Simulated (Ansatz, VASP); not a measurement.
# Nb in VASP and in Ansatz

INCAR

```
SYSTEM = Nb
PREC     = Accurate       ! precision mode
ENCUT    = 520            ! plane-wave cutoff, eV
EDIFF    = 1E-6           ! SCF threshold, eV
ISMEAR   = -1             ! smearing method
SIGMA    = 0.05           ! smearing width, eV
LREAL    = .FALSE.        ! projectors in reciprocal space
LASPH    = .TRUE.         ! aspherical terms in the spheres
NELM     = 100            ! most SCF steps
ALGO     = Normal         ! electronic algorithm
ISIF     = 2              ! what is computed and relaxed
LWAVE    = .FALSE.        ! write WAVECAR
LCHARG   = .FALSE.        ! write CHGCAR
GGA      = PE             ! functional
NBANDS   = 12             ! bands
```

The input KPOINTS:

```
regular mesh
0
G
  16 16 16
  0 0 0
```

Contents of POSCAR:

```
Nb
1.0
   -1.3954346740      1.3954346740      1.3954346740
    1.3954346740     -1.3954346740      1.3954346740
    1.3954346740      1.3954346740     -1.3954346740
Nb
1
Direct
    0.0000000000      0.0000000000      0.0000000000
```

Input for Ansatz:

```yaml
crystal:
  lattice:
    - [-1.395434674, 1.395434674, 1.395434674]
    - [1.395434674, -1.395434674, 1.395434674]
    - [1.395434674, 1.395434674, -1.395434674]
  atoms:
    - { symbol: Nb, position: [0.0, 0.0, 0.0] }
kpoints:
  mp_grid: { grid: [16, 16, 16] }
scf:
  occupations: { method: fermi_dirac, width: 0.05 }
hamiltonian:
  xc: pbe
  pseudopotentials: { kind: all_electron, lapw: { basis_error: 0.001 } }
output:
  forces: true
  stress: true
  eigenvalues: true
  populations: true
```

Change from the starting cell: volume scaled by 0.6, LAPW.

Alike in both runs: task single point; functional PBE; k mesh 16 × 16 × 16; occupations fermi-dirac, width 0.05 eV; no spin polarisation.

|  | VASP | Ansatz |
| --- | --- | --- |
| version | VASP 6.6.1 | Ansatz 0.2.0 |
| potentials or method | VASP PAW PBE potentials, release 64 (Nb_sv) | all-electron LAPW, scalar-relativistic |
| plane-wave cutoff (eV) | 520 | see its input |

|  | VASP | Ansatz | Ansatz less VASP |
| --- | --- | --- | --- |
| pressure (GPa) | 222.7 | 222.5 | -0.17 |

Ansatz ran all-electron here, so the differences hold the error of VASP's frozen core and of both bases.

Caveats: the cell as given lies far from equilibrium; so large a pressure means that the cell lies far from this level's equilibrium, or that cutoff or potentials fall short (VASP).
